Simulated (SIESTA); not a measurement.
# FeO (Wuestite) (R-3m) in SIESTA: further runs, part 2 of 2

SIESTA 5.4.2.

## 4. Single point, LDA, collinear spin, ferromagnetic start, 9.66 Å³/atom

Input file FeO.fdf:

```
SystemName                      Wuestite
SystemLabel                     FeO
NumberOfSpecies                 2
NumberOfAtoms                   2
%block ChemicalSpeciesLabel
  1  26 Fe
  2   8 O
%endblock ChemicalSpeciesLabel

LatticeConstant                 1.0 Ang
%block LatticeVectors
     1.4982937792     0.8650403168     2.4855247686
    -1.4982937792     0.8650403168     2.4855247686
     0.0000000000    -1.7300806335     2.4855247686
%endblock LatticeVectors
AtomicCoordinatesFormat         Fractional
%block AtomicCoordinatesAndAtomicSpecies
     0.0000000000     0.0000000000     0.0000000000  1  Fe
     0.5000000000     0.5000000000     0.5000000000  2  O
%endblock AtomicCoordinatesAndAtomicSpecies

%block kgrid.MonkhorstPack
    8   0   0  0.0
    0   8   0  0.0
    0   0   8  0.0
%endblock kgrid.MonkhorstPack
XC.Functional                   LDA
XC.Authors                      PW92
PAO.BasisSize                   DZP
PAO.EnergyShift                 0.003 Ry
Mesh.Cutoff                     800 Ry
Spin                            polarized
%block DM.InitSpin
    1   3.000
    2   0.000
%endblock DM.InitSpin
OccupationFunction              FD
ElectronicTemperature           0.05 eV
MaxSCFIterations                200
SCF.MustConverge                false
SCF.Mixer.Method                Pulay
SCF.Mixer.Weight                0.1
SCF.Mixer.History               10
SCF.DM.Tolerance                5.0e-05
SCF.H.Tolerance                 1.0e-03 eV
WriteForces                     true
Charge.Mulliken                 end
%block PAO.Basis
  Fe 5
  n=3 0 2
    2.635 0.000
  n=4 0 2
    7.489 0.000
  n=3 1 2
    2.949 0.000
  n=4 1 1
    7.489
  n=3 2 2
    4.849 0.000
%endblock PAO.Basis
```

The run is started by

```sh
siesta FeO.fdf > FeO.out 2>&1
```

It took 66 s on 1 thread of Arm Neoverse V2, shared host; peak memory 0.25 GiB.

It converged, with:

```yaml
Free_energy: -3856.2231 eV
Pressure: -8.4 GPa
Band_gap_on_the_k_mesh: none (metal or under the smearing width)
Net_moment: 4.00 μB per cell
Site_moments: Fe +3.64; O +0.35 μB
```

Caveat: short orbitals over semicore shells can move pressures by several GPa; the basis of atomic orbitals isn't converged, which shifts pressures, moduli and gaps; a cell with one magnetic atom can't hold antiferromagnetic order, which such compounds often take; semilocal functionals often make such compounds metallic where correlation or magnetic order opens a gap, which also shifts bond lengths.

## 5. Single point, LDA, collinear spin, ferromagnetic start, 9.87 Å³/atom

FeO.fdf, as its differences from that of step 4:

```diff
@@ -11,5 +11,5 @@
 %block LatticeVectors
-     1.4982937792     0.8650403168     2.4855247686
-    -1.4982937792     0.8650403168     2.4855247686
-     0.0000000000    -1.7300806335     2.4855247686
+     1.5086271663     0.8710063006     2.5026668604
+    -1.5086271663     0.8710063006     2.5026668604
+     0.0000000000    -1.7420126011     2.5026668604
 %endblock LatticeVectors
```

The run is started by

```sh
siesta < FeO.fdf > FeO.out 2>&1
```

Run time: 63 s. Hardware: 1 thread of Arm Neoverse V2, shared host; peak memory 0.25 GiB.

The run converged. Its results:

* Free energy: -3856.1972 eV
* Pressure: -12.2 GPa
* Band gap on the k mesh: none (metal or under the smearing width)
* Net moment: 4.00 μB per cell
* Site moments: Fe +3.65; O +0.35 μB

Caveat: short orbitals over semicore shells can move pressures by several GPa; the basis of atomic orbitals isn't converged, which shifts pressures, moduli and gaps; a cell with one magnetic atom can't hold antiferromagnetic order, which such compounds often take; semilocal functionals often make such compounds metallic where correlation or magnetic order opens a gap, which also shifts bond lengths.

## 6. Single point, LDA, collinear spin, ferromagnetic start, 10.07 Å³/atom

FeO.fdf, as its differences from that of step 5:

```diff
@@ -11,5 +11,5 @@
 %block LatticeVectors
-     1.5086271663     0.8710063006     2.5026668604
-    -1.5086271663     0.8710063006     2.5026668604
-     0.0000000000    -1.7420126011     2.5026668604
+     1.5188209023     0.8768916568     2.5195772846
+    -1.5188209023     0.8768916568     2.5195772846
+     0.0000000000    -1.7537833136     2.5195772846
 %endblock LatticeVectors
```

Potentials or basis: PseudoDojo 0.4 standard (LDA files), DZP (energy shift 0.003 Ry; two zetas on semicore shells).

The run is started by

```sh
siesta FeO.fdf > FeO.out 2>&1
```

It took 65 s on 1 thread of Arm Neoverse V2, shared host; peak memory 0.25 GiB.

It converged, with:

- Free energy: -3856.1622 eV
- Pressure: -15.6 GPa
- Band gap on the k mesh: none (metal or under the smearing width)
- Net moment: 4.00 μB per cell
- Site moments: Fe +3.66; O +0.34 μB

Caveat: short orbitals over semicore shells can move pressures by several GPa; the basis of atomic orbitals isn't converged, which shifts pressures, moduli and gaps; a cell with one magnetic atom can't hold antiferromagnetic order, which such compounds often take; semilocal functionals often make such compounds metallic where correlation or magnetic order opens a gap, which also shifts bond lengths.

## 7. Single point, LDA, collinear spin, ferromagnetic start, 10.27 Å³/atom

FeO.fdf, as its differences from that of step 6:

```diff
@@ -11,5 +11,5 @@
 %block LatticeVectors
-     1.5188209023     0.8768916568     2.5195772846
-    -1.5188209023     0.8768916568     2.5195772846
-     0.0000000000    -1.7537833136     2.5195772846
+     1.5288796120     0.8826990556     2.5362637132
+    -1.5288796120     0.8826990556     2.5362637132
+     0.0000000000    -1.7653981111     2.5362637132
 %endblock LatticeVectors
```

The run is started by

```sh
siesta FeO.fdf > FeO.out 2>&1
```

Wall time 61 s (1 thread of Arm Neoverse V2, shared host); peak memory 0.25 GiB.

It converged, with:

| Quantity | Value |
| --- | --- |
| Free energy | -3856.1193 eV |
| Pressure | -18.5 GPa |
| Band gap on the k mesh | none (metal or under the smearing width) |
| Net moment | 4.00 μB per cell |
| Site moments | Fe +3.67; O +0.34 μB |

Caveat: short orbitals over semicore shells can move pressures by several GPa; the basis of atomic orbitals isn't converged, which shifts pressures, moduli and gaps; a cell with one magnetic atom can't hold antiferromagnetic order, which such compounds often take; semilocal functionals often make such compounds metallic where correlation or magnetic order opens a gap, which also shifts bond lengths.

## 8. Single point, LDA, collinear spin, ferromagnetic start, 10.47 Å³/atom

FeO.fdf, as its differences from that of step 7:

```diff
@@ -11,5 +11,5 @@
 %block LatticeVectors
-     1.5288796120     0.8826990556     2.5362637132
-    -1.5288796120     0.8826990556     2.5362637132
-     0.0000000000    -1.7653981111     2.5362637132
+     1.5388076799     0.8884310282     2.5527334195
+    -1.5388076799     0.8884310282     2.5527334195
+     0.0000000000    -1.7768620564     2.5527334195
 %endblock LatticeVectors
```

The run is started by

```sh
siesta < FeO.fdf > FeO.out 2>&1
```

It took 59 s on 1 thread of Arm Neoverse V2, shared host; peak memory 0.25 GiB.

Results (log left out):

* Free energy: -3856.0693 eV
* Pressure: -21.2 GPa
* Band gap on the k mesh: none (metal or under the smearing width)
* Net moment: 4.00 μB per cell
* Site moments: Fe +3.67; O +0.33 μB

Caveat: short orbitals over semicore shells can move pressures by several GPa; the basis of atomic orbitals isn't converged, which shifts pressures, moduli and gaps; a cell with one magnetic atom can't hold antiferromagnetic order, which such compounds often take; semilocal functionals often make such compounds metallic where correlation or magnetic order opens a gap, which also shifts bond lengths.

## 9. Single point, LDA, collinear spin, ferromagnetic start, 10.67 Å³/atom

FeO.fdf, as its differences from that of step 8:

```diff
@@ -11,5 +11,5 @@
 %block LatticeVectors
-     1.5388076799     0.8884310282     2.5527334195
-    -1.5388076799     0.8884310282     2.5527334195
-     0.0000000000    -1.7768620564     2.5527334195
+     1.5486092669     0.8940899771     2.5689933065
+    -1.5486092669     0.8940899771     2.5689933065
+     0.0000000000    -1.7881799543     2.5689933065
 %endblock LatticeVectors
```

Potentials or basis: PseudoDojo 0.4 standard (LDA files), DZP (energy shift 0.003 Ry; two zetas on semicore shells).

The run is started by

```sh
siesta FeO.fdf > FeO.out 2>&1
```

Run time: 56 s. Hardware: 1 thread of Arm Neoverse V2, shared host; peak memory 0.24 GiB.

It converged, with:

* Free energy: -3856.0130 eV
* Pressure: -23.6 GPa
* Band gap on the k mesh: none (metal or under the smearing width)
* Net moment: 4.00 μB per cell
* Site moments: Fe +3.68; O +0.33 μB

Caveat: short orbitals over semicore shells can move pressures by several GPa; the basis of atomic orbitals isn't converged, which shifts pressures, moduli and gaps; a cell with one magnetic atom can't hold antiferromagnetic order, which such compounds often take; semilocal functionals often make such compounds metallic where correlation or magnetic order opens a gap, which also shifts bond lengths.

## 10. Equation of state, LDA, collinear spin, ferromagnetic start

This step only gathers the single runs of the series.

What came out:

| Quantity | Value |
| --- | --- |
| Equilibrium volume | 9.29 Å³/atom (rough: see the caveat) |
| Bulk modulus at fixed shape and positions | 230 GPa (rough) |

Energy against volume, from the lowest point:
```tsv
volume (Å³/atom)	energy (meV/atom)
9.463	0.00
9.664	7.96
9.866	20.93
10.067	38.42
10.268	59.85
10.470	84.84
10.671	112.99
```

Caveat: the minimum lies outside the volumes run; short orbitals over semicore shells can move pressures by several GPa; the cell was scaled at fixed shape and fractional positions, which overstates the stiffness of a crystal with free parameters, most of all of layers and chains; the basis of atomic orbitals isn't converged, which shifts pressures, moduli and gaps.
